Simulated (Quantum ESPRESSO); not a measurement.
A run of Quantum ESPRESSO 7.5 is set up as follows.

pw.in

```
&CONTROL
  calculation = 'scf'
  prefix = 'pwscf'
  outdir = './tmp'
  pseudo_dir = './pseudo'
  tprnfor = .true.
  tstress = .true.
  disk_io = 'low'
/
&SYSTEM
  ibrav = 0
  nat = 2
  ntyp = 2
  ecutwfc = 56
  nbnd = 16
  occupations = 'smearing'
  smearing = 'fd'
  degauss = 0.00367493
/
&ELECTRONS
  conv_thr = 4d-10
  electron_maxstep = 120
  mixing_beta = 0.5
/
ATOMIC_SPECIES
Pb   207.2000 Pb.upf
S     32.0600 S.upf
CELL_PARAMETERS angstrom
   0.0000000000    2.9657500000    2.9657500000
   2.9657500000    0.0000000000    2.9657500000
   2.9657500000    2.9657500000    0.0000000000
ATOMIC_POSITIONS angstrom
Pb     0.0000000000    0.0000000000    0.0000000000
S      2.9657500000    2.9657500000    2.9657500000
K_POINTS automatic
8 8 8 1 1 1
```

File gamma.in:

```
&CONTROL
  calculation = 'bands'
  prefix = 'pwscf'
  outdir = './tmp'
  pseudo_dir = './pseudo'
  disk_io = 'low'
  verbosity = 'high'
/
&SYSTEM
  ibrav = 0
  nat = 2
  ntyp = 2
  ecutwfc = 56
  nbnd = 16
  occupations = 'smearing'
  smearing = 'fd'
  degauss = 0.00367493
/
&ELECTRONS
  conv_thr = 1d-08
  electron_maxstep = 120
  mixing_beta = 0.5
  diago_full_acc = .true.
  startingwfc = 'random'
/
ATOMIC_SPECIES
Pb   207.2000 Pb.upf
S     32.0600 S.upf
CELL_PARAMETERS angstrom
   0.0000000000    2.9657500000    2.9657500000
   2.9657500000    0.0000000000    2.9657500000
   2.9657500000    2.9657500000    0.0000000000
ATOMIC_POSITIONS angstrom
Pb     0.0000000000    0.0000000000    0.0000000000
S      2.9657500000    2.9657500000    2.9657500000
K_POINTS crystal
1
0.0 0.0 0.0 1
```

The input scf2.in:

```
&CONTROL
  calculation = 'scf'
  prefix = 'pwscf'
  outdir = './tmp'
  pseudo_dir = './pseudo'
  tprnfor = .true.
  tstress = .true.
  disk_io = 'low'
/
&SYSTEM
  ibrav = 0
  nat = 2
  ntyp = 2
  ecutwfc = 56
  nbnd = 16
  occupations = 'fixed'
/
&ELECTRONS
  conv_thr = 1d-13
  electron_maxstep = 120
  mixing_beta = 0.5
  startingpot = 'file'
/
ATOMIC_SPECIES
Pb   207.2000 Pb.upf
S     32.0600 S.upf
CELL_PARAMETERS angstrom
   0.0000000000    2.9657500000    2.9657500000
   2.9657500000    0.0000000000    2.9657500000
   2.9657500000    2.9657500000    0.0000000000
ATOMIC_POSITIONS angstrom
Pb     0.0000000000    0.0000000000    0.0000000000
S      2.9657500000    2.9657500000    2.9657500000
K_POINTS automatic
8 8 8 1 1 1
```

File ph.in:

```
dielectric of PbS
&INPUTPH
  prefix = 'pwscf'
  outdir = './tmp'
  tr2_ph = 1d-18
  fildyn = 'dyn'
  niter_ph = 90
  alpha_mix(1) = 0.7
  epsil = .true.
  trans = .false.
  zeu = .true.
/
0.0000000000 0.0000000000 0.0000000000
```

Potentials or basis: PseudoDojo 0.4.1 SR PBE standard.

Run with:

```bash
$ OMP_NUM_THREADS=1 pw.x -in pw.in > pw.out
$ OMP_NUM_THREADS=1 pw.x -in gamma.in > gamma.out
$ OMP_NUM_THREADS=1 pw.x -in scf2.in > scf2.out
$ OMP_NUM_THREADS=1 ph.x -in ph.in > ph.out
```

Question: Estimate the electronic dielectric tensor (diagonal).

Answer: 16.33.

Question: What does it give for the Born charges (mean of the diagonal)?

Answer: Pb +4.44; S -4.44 e.

Question: Predict the pressure.

Answer: 2.3 GPa.

Born effective charge tensors (e):
atom 1, Pb
```
4.44 0.00 0.00
0.00 4.44 0.00
0.00 0.00 4.44
```
atom 2, S
```
-4.44  0.00  0.00
 0.00 -4.44  0.00
 0.00  0.00 -4.44
```

Spin-orbit coupling is left out, which matters for the levels of Pb.

**Experimental background.**

A printed reference work, monograph reports, for a bulk crystal of PbS at 300 K: high-frequency dielectric constant 17.2.

Against the measured high-frequency dielectric constant of PbS, 17.2 (300 K; a printed reference work, monograph), the calculated 16.33 is off by -5.0 %.
